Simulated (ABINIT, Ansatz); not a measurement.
# KBr (Fm-3m): a worked LO-TO splitting

How high does the longitudinal optical mode of KBr (Fm-3m) lie, given the transverse one, the Born charge and ε∞?

Program: ABINIT 10.8.3. Level of theory: DFT LDA, scalar-relativistic, plane waves, PseudoDojo norm-conserving pseudopotentials. Results are calculated unless marked as measured.

**1. The relaxed structure**

It takes space group Fm-3m (No. 225, cubic). The conventional cell has a = 6.370 Å, b = 6.370 Å, c = 6.370 Å, α = 90.00°, β = 90.00°, γ = 90.00°. Nearest to K lie 6 Br at 3.19 Å. Nearest to Br lie 6 K at 3.19 Å. Farther neighbours and most contacts between anions are not listed.

As a file:

```
K Br
1.0
     0.00000    3.18506    3.18506
     3.18506    0.00000    3.18506
     3.18506    3.18506    0.00000
K Br
1 1
Direct
  0.00000 0.00000 0.00000
  0.50000 0.50000 0.50000
```

This is the cell after its relaxation at this level of theory, not the database cell from which that began.

**2. What the response run gave**

A linear-response run on the relaxed cell, with the response to an electric field; only its zone-centre results are used. Cutoff 32 Ha, k mesh 4×4×4 with shifts.

Numbers of over 12 decimals in the logs are rounded to 6 here.

What it wrote:

```text
[banners, grids, parts of the stress and lines that vanish by symmetry left out]
- input  file    -> dfpt_gamma.abi
- output file    -> dfpt_gamma.abo
- root for input  files -> dfpt_gammai
[...]
DATASET    1 : space group Fm -3 m (#225); Bravais cF (face-center cubic)
[...]
nfft =       91125          nkpt =         128
[...]
DATASET    2 : space group Fm -3 m (#225); Bravais cF (face-center cubic)
[...]
nfft =       91125          nkpt =         128
[...]
DATASET    3 : space group Fm -3 m (#225); Bravais cF (face-center cubic)
[...]
mpw =        3779          nfft =       91125          nkpt =         128
[...]
== DATASET  1 ==================================================================
[...]
cutoff_energies: {ecut:  32.0, pawecutdg:  -1.0, }
[...]
- 35.00000   7.00000  180309                  znucl, zion, pspdat
[...]
Perturbation : derivative vs k along direction   1
[...]
-ETOT  1  -12.532018468832     -1.253E+01 4.145E-02 0.000E+00
 ETOT  2  -12.586724916417     -5.471E-02 1.135E-03 0.000E+00
 ETOT  3  -12.587296156453     -5.712E-04 2.015E-05 0.000E+00
 ETOT  4  -12.587304015935     -7.859E-06 7.329E-07 0.000E+00
 ETOT  5  -12.587304149773     -1.338E-07 2.259E-08 0.000E+00
[...]
At SCF step   14   max residual=  9.98E-21 < tolwfr=  1.00E-20 =>converged.
[...]
Perturbation : derivative vs k along direction   2
[...]
-ETOT  1  -12.532018468612     -1.253E+01 4.145E-02 0.000E+00
[...]
At SCF step   14   max residual=  9.96E-21 < tolwfr=  1.00E-20 =>converged.
[...]
Perturbation : derivative vs k along direction   3
[...]
-ETOT  1  -12.532018468393     -1.253E+01 4.145E-02 0.000E+00
[...]
At SCF step   14   max residual=  9.98E-21 < tolwfr=  1.00E-20 =>converged.
[...]
1        1       1.3488785376    0.0000000000
     1        2       0.6744392688    0.0000000000
     1        3       0.6744392688    0.0000000000
     2        1       0.6744392688    0.0000000000
     2        2       1.3488785376    0.0000000000
     2        3       0.6744392688   -0.0000000000
     3        1       0.6744392688    0.0000000000
     3        2       0.6744392688   -0.0000000000
     3        3       1.3488785376    0.0000000000
[...]
== DATASET  2 ==================================================================
[...]
cutoff_energies: {ecut:  32.0, pawecutdg:  -1.0, }
[...]
Perturbation : displacement of atom   1   along direction   1
[...]
1    4   1    4         2.7590983585        -0.0000000000
   1    4   2    4        -0.0000000000        -0.0000000000
   1    4   3    4        -0.0000000000        -0.0000000000
   2    4   1    4        -0.0000000000        -0.0000000000
   2    4   2    4         2.7590983585        -0.0000000000
   2    4   3    4        -0.0000000000        -0.0000000000
   3    4   1    4        -0.0000000000        -0.0000000000
   3    4   2    4        -0.0000000000        -0.0000000000
   3    4   3    4         2.7590983585        -0.0000000000
  Effective charges, in cartesian coordinates,
[...]
1    1   1    4         1.1020480776         0.0000000000
   2    1   1    4        -0.0000000000         0.0000000000
   3    1   1    4         0.0000000000         0.0000000000
   1    2   1    4        -1.1016702520         0.0000000000
   2    2   1    4         0.0000000000         0.0000000000
[...]
Effective charges, in cartesian coordinates,
[...]
2    4   1    2         0.0000000000         0.0000000000
   3    4   1    2         0.0000000000         0.0000000000
   1    4   2    2         0.0000000000         0.0000000000
   2    4   2    2        -1.1016701817         0.0000000000
   3    4   2    2         0.0000000000         0.0000000000
   1    4   3    2        -0.0000000000         0.0000000000
   2    4   3    2        -0.0000000000         0.0000000000
   3    4   3    2        -1.1016701817         0.0000000000
  Phonon wavevector (reduced coordinates) :  0.00000  0.00000  0.00000
 Phonon energies in Hartree :
[...]
Phonon frequencies in cm-1    :
-  3.711237E-01  3.711239E-01  3.711242E-01  1.300380E+02  1.300380E+02
-  1.300380E+02
  Phonon at Gamma, with non-analyticity in the
[...]
Phonon energies in Hartree :
[...]
Phonon frequencies in cm-1    :
-  3.711237E-01  3.711239E-01  3.713446E-01  1.300380E+02  1.300380E+02
-  1.722626E+02
  Phonon at Gamma, with non-analyticity in the
[...]
Phonon energies in Hartree :
[...]
Phonon frequencies in cm-1    :
-  3.711237E-01  3.711242E-01  3.713443E-01  1.300380E+02  1.300380E+02
-  1.722626E+02
  Phonon at Gamma, with non-analyticity in the
[...]
Phonon energies in Hartree :
[...]
Phonon frequencies in cm-1    :
-  3.711239E-01  3.711242E-01  3.713441E-01  1.300380E+02  1.300380E+02
-  1.722626E+02
[...]
== DATASET  3 ==================================================================
[...]
cutoff_energies: {ecut:  32.0, pawecutdg:  -1.0, }
[...]
1          1       -0.000000000       -0.000000000       -0.000000000
[...]
1          2       -0.000000000       -0.000000000       -0.000000000
[...]
1          3       -0.000000000       -0.000000000       -0.000000000
[...]
2          1       -0.000000000       -0.000000000       -0.000000000
[...]
2          2       -0.000000000       -0.000000000       -0.000000000
[...]
2          3       -0.000000000       -0.000000000       -0.000000000
[...]
strten2     0.0000000000E+00  0.0000000000E+00  0.0000000000E+00
           strten3     0.0000000000E+00  0.0000000000E+00  0.0000000000E+00
================================================================================
```

```csv
quantity,value
cell volume Ω (Å³),64.622
mass of K (u),39.098
mass of Br (u),79.904
"Born charge of K, raw (e)",1.102
"Born charge of Br, raw (e)",-1.102
ε∞,2.759
ω(TO) after the sum rule (cm⁻¹),130.0
```

**3. The calculation**

The charges must sum to zero over the cell; taking off their mean, 0.000 e, leaves Z* = 1.102 e on K. In the polar mode K moves against Br, so the reduced mass is μ = 39.10 × 79.90 / 119.00 = 26.253 u.

A longitudinal wave builds up a field that adds to the restoring force: ω(LO)² = ω(TO)² + 4π Z*² / (μ Ω ε∞), in Hartree atomic units. With μ = 47855 electron masses and Ω = 436.09 bohr³ the second term is 2.6496e-07 Ha², or 12763 cm⁻² (1 Ha = 219474.6 cm⁻¹).

So ω(LO) = √(16910 + 12763) = 172.3 cm⁻¹, and by the Lyddane-Sachs-Teller relation ε₀ = ε∞ (ω(LO)/ω(TO))² = 4.84.

**4. Check against the program**

The analysis program adds the same non-analytic term to the full matrix.

What it wrote:

```text
[banners, grids, parts of the stress and lines that vanish by symmetry left out]
-outvars_anaddb: echo values of input variables ----------------------

 Flags :
[...]
Dielectric Tensor and Effective Charges
[...]
Effective charge tensors after
[...]
1          1       -0.000000000       -0.000000000       -0.000000000
[...]
1          2       -0.000000000       -0.000000000       -0.000000000
[...]
1          3       -0.000000000       -0.000000000       -0.000000000
[...]
2          1       -0.000000000       -0.000000000       -0.000000000
[...]
2          2       -0.000000000       -0.000000000       -0.000000000
[...]
2          3       -0.000000000       -0.000000000       -0.000000000
[...]
Phonon wavevector (reduced coordinates) :  0.00000  0.00000  0.00000
 Phonon energies in Hartree :
[...]
Phonon energies in meV     :
-  0.000000E+00  0.000000E+00  0.000000E+00  1.612252E+01  1.612252E+01
-  1.612252E+01
 Phonon frequencies in cm-1    :
-  0.000000E+00  0.000000E+00  0.000000E+00  1.300369E+02  1.300369E+02
-  1.300369E+02
 Phonon frequencies in Thz     :
-  0.000000E+00  0.000000E+00  0.000000E+00  3.898409E+00  3.898409E+00
-  3.898409E+00
 Phonon energies in Kelvin  :
-  0.000000E+00  0.000000E+00  0.000000E+00  1.870941E+02  1.870941E+02
-  1.870941E+02
[...]
-  1  0.00000000E+00  0.00000000E+00 -2.14704983E-03
-     0.00000000E+00  0.00000000E+00  0.00000000E+00
-  2  0.00000000E+00  0.00000000E+00 -2.14705091E-03
-     0.00000000E+00  0.00000000E+00  0.00000000E+00
[...]
-  1  0.00000000E+00 -2.14704983E-03  0.00000000E+00
-     0.00000000E+00  0.00000000E+00  0.00000000E+00
-  2  0.00000000E+00 -2.14705091E-03  0.00000000E+00
-     0.00000000E+00  0.00000000E+00  0.00000000E+00
[...]
-  1  2.14704984E-03  0.00000000E+00  0.00000000E+00
-     0.00000000E+00  0.00000000E+00  0.00000000E+00
-  2  2.14705091E-03  0.00000000E+00  0.00000000E+00
-     0.00000000E+00  0.00000000E+00  0.00000000E+00
[...]
-  1  0.00000000E+00  2.05014753E-07  3.06935884E-03
-     0.00000000E+00  0.00000000E+00  0.00000000E+00
-  2  0.00000000E+00 -1.00316934E-07 -1.50188542E-03
-     0.00000000E+00  0.00000000E+00  0.00000000E+00
[...]
-  1  0.00000000E+00  3.06935884E-03 -2.05014772E-07
-     0.00000000E+00  0.00000000E+00  0.00000000E+00
-  2  0.00000000E+00 -1.50188542E-03  1.00316943E-07
-     0.00000000E+00  0.00000000E+00  0.00000000E+00
[...]
-  1  3.06935885E-03  0.00000000E+00  0.00000000E+00
-     0.00000000E+00  0.00000000E+00  0.00000000E+00
-  2 -1.50188542E-03  0.00000000E+00  0.00000000E+00
[...]
-  2.135721E+01
 Phonon frequencies in cm-1    :
-  0.000000E+00  0.000000E+00  0.000000E+00  1.300369E+02  1.300369E+02
-  1.722575E+02
 Phonon frequencies in Thz     :
-  0.000000E+00  0.000000E+00  0.000000E+00  3.898409E+00  3.898409E+00
-  5.164150E+00
 Phonon energies in Kelvin  :
-  0.000000E+00  0.000000E+00  0.000000E+00  1.870941E+02  1.870941E+02
-  2.478401E+02
[...]
-  1  0.00000000E+00  0.00000000E+00 -2.14704983E-03
[...]
-  2  0.00000000E+00  0.00000000E+00 -2.14705091E-03
[...]
Phonon at Gamma, with non-analyticity in the
[...]
Phonon energies in Hartree :
[...]
Phonon energies in meV     :
-  0.000000E+00  0.000000E+00  0.000000E+00  1.612252E+01  1.612252E+01
-  2.135721E+01
 Phonon frequencies in cm-1    :
-  0.000000E+00  0.000000E+00  0.000000E+00  1.300369E+02  1.300369E+02
-  1.722575E+02
 Phonon frequencies in Thz     :
-  0.000000E+00  0.000000E+00  0.000000E+00  3.898409E+00  3.898409E+00
-  5.164150E+00
 Phonon energies in Kelvin  :
-  0.000000E+00  0.000000E+00  0.000000E+00  1.870941E+02  1.870941E+02
-  2.478401E+02
[...]
Phonon at Gamma, with non-analyticity in the
[...]
Phonon energies in Hartree :
[...]
Phonon energies in meV     :
-  0.000000E+00  0.000000E+00  0.000000E+00  1.612252E+01  1.612252E+01
-  2.135721E+01
 Phonon frequencies in cm-1    :
-  0.000000E+00  0.000000E+00  0.000000E+00  1.300369E+02  1.300369E+02
-  1.722575E+02
 Phonon frequencies in Thz     :
-  0.000000E+00  0.000000E+00  0.000000E+00  3.898409E+00  3.898409E+00
-  5.164150E+00
 Phonon energies in Kelvin  :
-  0.000000E+00  0.000000E+00  0.000000E+00  1.870941E+02  1.870941E+02
-  2.478401E+02
[...]
-  1  1.10257097E-06 -2.14704704E-03 -3.35069350E-06
[...]
-  2  1.10272634E-06 -2.14704797E-03 -3.35054037E-06
[...]
-  1  2.14704950E-03  1.10148480E-06  8.30139080E-07
[...]
-  2  2.14705042E-03  1.10133056E-06  8.29984707E-07
[...]
-  1  3.39037241E-04  1.98089348E-03 -2.31993072E-03
[...]
-  2 -1.65896239E-04 -9.69282245E-04  1.13517848E-03
[...]
-  1  2.48308201E-03 -1.53515587E-03 -9.47926139E-04
[...]
-  2 -1.21501097E-03  7.51175841E-04  4.63835127E-04
[...]
-         0.000000000       0.000000000       0.000000000
-         0.000000000       0.000000000       0.000000000
[...]
-         0.000000000       0.000000000       0.000000000
-         0.000000000       0.000000000       0.000000000
-         0.000000000       0.000000000       0.000000000
[...]
-         0.000000000       0.000000000       0.000000000
-         0.000000000       0.000000000       0.000000000
-         0.000000000       0.000000000       0.000000000
[...]
Direction                     Dielectric constant
[...]
0.00000   0.00000   1.00000      4.84161281
   1.00000   1.00000   1.00000      4.84161281
-
```

```csv
quantity,by hand,program
ω(LO) (cm⁻¹),172.3,172.3
ε₀,4.84,4.84
```

**5. Results**

| Quantity | Value |
| --- | --- |
| TO mode | 130.0 cm⁻¹ |
| LO mode | 172.3 cm⁻¹ |
| static dielectric constant | 4.842 |

The LO mode of KBr (Fm-3m) lies at 172 cm⁻¹, 42 cm⁻¹ above the TO mode; the formula meets the program within 0.1 cm⁻¹, as it must for a cubic crystal with one polar mode. ω(LO)² − ω(TO)² goes with Z*²/ε∞: an error of 5 % in ε∞ would move the LO mode by 1.8 cm⁻¹, and semilocal functionals tend to overestimate ε∞. These are harmonic values at zero temperature, at the volume of this functional, for the structure held cubic; stability elsewhere in the zone is no part of this calculation.

[Host names and launcher messages were left out of these logs when they were recorded.]

[Logs are printed without paths, hosts, clocks, repeated set-up lines and the standing remarks that a program may print on its own settings, such as how far it seeks lower states.]

[Hosts, paths, dates, database ids (printed as entryN), source tags and the programs' standing remarks are cut or masked in the printed files.]
